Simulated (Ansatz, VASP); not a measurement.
## GaSb: VASP beside Ansatz

The input INCAR:

```
  PREC = Accurate
  ENCUT = 520
  EDIFF = 1E-7
  ISMEAR = -1
  SIGMA = 0.08
  LREAL = F
  LASPH = T
  NELM = 80
  ALGO = Normal
  ISIF = 2
  LWAVE = F
  LCHARG = F
  GGA = PE
  NBANDS = 16
```

The input KPOINTS:

```
Automatic mesh
0
Gamma
  9 9 9
```

File POSCAR:

```
GaSb
1.0
    0.0000000000      3.1388332053      3.1388332053
    3.1388332053      0.0000000000      3.1388332053
    3.1388332053      3.1388332053      0.0000000000
Ga Sb
1 1
Direct
    0.0000000000      0.0000000000      0.0000000000
    0.2500000000      0.2500000000      0.2500000000
```

Input for Ansatz:

```yaml
crystal:
  lattice:
    - [0.0, 3.1388332053, 3.1388332053]
    - [3.1388332053, 0.0, 3.1388332053]
    - [3.1388332053, 3.1388332053, 0.0]
  atoms:
    - { symbol: Ga, position: [0.0, 0.0, 0.0] }
    - { symbol: Sb, position: [0.25, 0.25, 0.25] }
kpoints:
  mp_grid: { grid: [9, 9, 9] }
scf:
  occupations: { method: fermi_dirac, width: 0.08 }
hamiltonian:
  xc: pbe
  pseudopotentials: { kind: all_electron, lapw: { basis_error: 0.001 } }
output:
  forces: true
  stress: true
  eigenvalues: true
```

Change from the starting cell: volume scaled by 1.03.

Alike in both runs: task single point; functional PBE; k mesh 9 × 9 × 9; occupations fermi-dirac, width 0.08 eV; no spin polarisation.

|  | VASP | Ansatz |
| --- | --- | --- |
| version | VASP 6.6.1 | Ansatz 0.2.0 |
| potentials or method | VASP PAW PBE potentials, release 64 (Ga_d, Sb) | all-electron LAPW, scalar-relativistic |
| plane-wave cutoff (eV) | 520 | see its input |

|  | VASP | Ansatz | Ansatz less VASP |
| --- | --- | --- | --- |
| pressure (GPa) | -1.2 | -1.3 | -0.06 |

Ansatz ran all-electron here, so the differences hold the error of VASP's frozen core and of both bases.

Spin-orbit coupling is left out, which matters for the levels of Sb.
